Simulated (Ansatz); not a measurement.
# C5H11N: up Jacob's ladder to CCSD(T)

The task here is to estimate one member of a computed series from the others.

Computed with Ansatz 0.2.0, Gaussian basis. Level: functionals in def2-TZVPP, the program's frozen cores in correlated methods.

The runs, in order: LDA (SPW92), PBE-D4, revPBE-D4, BLYP-D4, r2SCAN-D4, B97M-V, PBE0-D4, B3LYP-D4, r2SCANh-D4, r2SCAN0-D4, HSE06-D4, BHLYP-D4, CAM-B3LYP-D4, LC-ωPBE, ωB97X-V, ωB97M-V, B2PLYP, PBE-QIDH; CCSD(T)/def2-SVP; CCSD(T)/def2-TZVPP; MP2/def2-QZVPP; extrapolation to the limit; RPA on PBE.

## The geometry

All runs share one geometry, relaxed beforehand with PBE0-D4 in a triple-zeta def2 set.

SMILES `C1CCNCC1`, 17 atoms, charge 0, spin multiplicity 1.

Atoms are counted from 1 here; the program's logs count them from 0.

Bond lengths: C1–C2 1.523 Å, C1–C6 1.523 Å, C1–H7 1.094 Å, C1–H8 1.098 Å, C2–C3 1.525 Å, C2–H9 1.095 Å, C2–H10 1.098 Å, C3–N4 1.453 Å, C3–H11 1.094 Å, C3–H12 1.098 Å, N4–C5 1.453 Å, N4–H13 1.014 Å, C5–C6 1.525 Å, C5–H14 1.094 Å, C5–H15 1.098 Å, C6–H16 1.095 Å, C6–H17 1.098 Å. Angles: C2–C1–C6 110.7°, C2–C1–H7 110.7°, C2–C1–H8 109.0°, C6–C1–H7 110.7°, C6–C1–H8 109.0°, H7–C1–H8 106.5°, C1–C2–C3 110.5°, C1–C2–H9 110.7°, C1–C2–H10 109.5°, C3–C2–H9 110.2°, C3–C2–H10 109.1°, H9–C2–H10 106.8°, C2–C3–N4 114.1°, C2–C3–H11 110.8°, C2–C3–H12 109.1°, N4–C3–H11 108.6°, N4–C3–H12 107.5°, H11–C3–H12 106.5° and more.

Set-up of the first run:

Contents of in.yaml:

```yaml
crystal:
  periodic: [false, false, false]
  atoms:
    - {symbol: C, position_ang: [-0.190754, -0.176319, 1.321226]}
    - {symbol: C, position_ang: [1.169231, -0.390366, 0.669866]}
    - {symbol: C, position_ang: [1.005129, -0.783035, -0.794521]}
    - {symbol: N, position_ang: [0.186342, 0.136288, -1.566054]}
    - {symbol: C, position_ang: [-1.106007, 0.371392, -0.945257]}
    - {symbol: C, position_ang: [-1.024623, 0.809296, 0.513224]}
    - {symbol: H, position_ang: [-0.075911, 0.168407, 2.352921]}
    - {symbol: H, position_ang: [-0.719556, -1.136941, 1.370340]}
    - {symbol: H, position_ang: [1.738989, -1.157300, 1.204813]}
    - {symbol: H, position_ang: [1.753367, 0.536914, 0.729315]}
    - {symbol: H, position_ang: [1.978833, -0.876361, -1.283350]}
    - {symbol: H, position_ang: [0.531562, -1.772005, -0.849767]}
    - {symbol: H, position_ang: [0.675915, 1.017713, -1.672293]}
    - {symbol: H, position_ang: [-1.650317, 1.108156, -1.542474]}
    - {symbol: H, position_ang: [-1.676626, -0.564506, -1.007431]}
    - {symbol: H, position_ang: [-2.030387, 0.903905, 0.935677]}
    - {symbol: H, position_ang: [-0.565195, 1.804770, 0.563766]}
basis:
  gaussian: {orbitals: def2-TZVPP}
hamiltonian: {xc: lda}
output: {orbitals: {seedname: orbitals}}
```

On the command line:

```sh
$ ansatz run in.yaml --threads 2 --pin off --events-out ev --progress --plain --max-ram 22528MiB --backend cuda --devices 0, --max-vram 18GiB
```

Steps of the session up to this table: LDA; PBE-D4 (GGA); revPBE-D4 (GGA); BLYP-D4 (GGA); r2SCAN-D4 (meta-GGA); B97M-V (meta-GGA); B3LYP-D4 (hybrid); r2SCANh-D4 (hybrid); r2SCAN0-D4 (hybrid); HSE06-D4 (hybrid); BHLYP-D4 (hybrid); CAM-B3LYP-D4 (range-separated); LC-ωPBE (range-separated); ωB97X-V (range-separated); ωB97M-V (range-separated); B2PLYP (double hybrid); PBE-QIDH (double hybrid).

One table of the session follows, with a row left open; its other results are not shown here.

It belongs to the step «Frontier levels by functional». 

```
  functional  HOMO (eV)  LUMO (eV)  gap (eV)
 LDA (SPW92)      -4.90       0.21      5.11
      PBE-D4      -4.78       0.35      5.14
   revPBE-D4      -4.73       0.43      5.16
     BLYP-D4      -4.69       0.34      5.03
   r2SCAN-D4      -5.04       1.09      6.12
      B97M-V      -5.24       0.50      5.74
     PBE0-D4      -6.17       1.16      7.33
    B3LYP-D4          ?          ?         ?
  r2SCANh-D4      -5.56       1.32      6.88
  r2SCAN0-D4      -6.35       1.65      8.00
    HSE06-D4      -5.77       0.79      6.56
    BHLYP-D4      -7.52       1.76      9.28
CAM-B3LYP-D4      -7.59       1.91      9.50
     LC-ωPBE      -8.91       3.20     12.11
     ωB97X-V      -8.59       2.99     11.59
     ωB97M-V      -8.52       2.57     11.09
```

Estimate the missing values for B3LYP-D4.

Worked estimate for «HOMO (eV)». Against the share of exact exchange, BLYP-D4 (0, -4.69), BHLYP-D4 (0.5, -7.52) give a slope of -5.66 per unit share; at 0.2 the line stands at -5.82.

**Answer.** HOMO (eV): -5.96; LUMO (eV): 0.82; gap (eV): 6.78. In «HOMO (eV)» the line misses by +0.14.
